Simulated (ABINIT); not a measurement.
TiB2:

```xyz
3
Lattice="3.0292 0.0000 0.0000 -1.5146 2.6234 0.0000 0.0000 0.0000 3.2284" Properties=species:S:1:pos:R:3 pbc="T T T"
Ti    0.0000    0.0000    0.0000
B     1.5146    0.8745    1.6142
B     0.0000    1.7489    1.6142
```

Program: ABINIT 10.8.3 (patched build). Alike in all runs: no spin polarisation; cell as given; smearing fermi-dirac 0.05 eV.

Order these runs on this cell by their pressure, lowest first.
A. level PBE; potentials or basis PseudoDojo NC SR PBE v0.5 standard; k mesh 10 × 10 × 8; cutoff (eV) 1143
B. level PBEsol; potentials or basis JTH PAW PBE v2.0; k mesh 8 × 8 × 6; cutoff (eV) 408; fine-grid cutoff 816.342 eV
C. level RPBE; potentials or basis JTH PAW PBE v2.0; k mesh 10 × 10 × 8; cutoff (eV) 408; fine-grid cutoff 816.342 eV

B (-4.5 GPa), A (0.2 GPa), C (5.2 GPa).

Caveats: the PAW data sets were made with another functional, which shifts forces and pressure a little (some runs); the atomic spheres overlap (some runs).
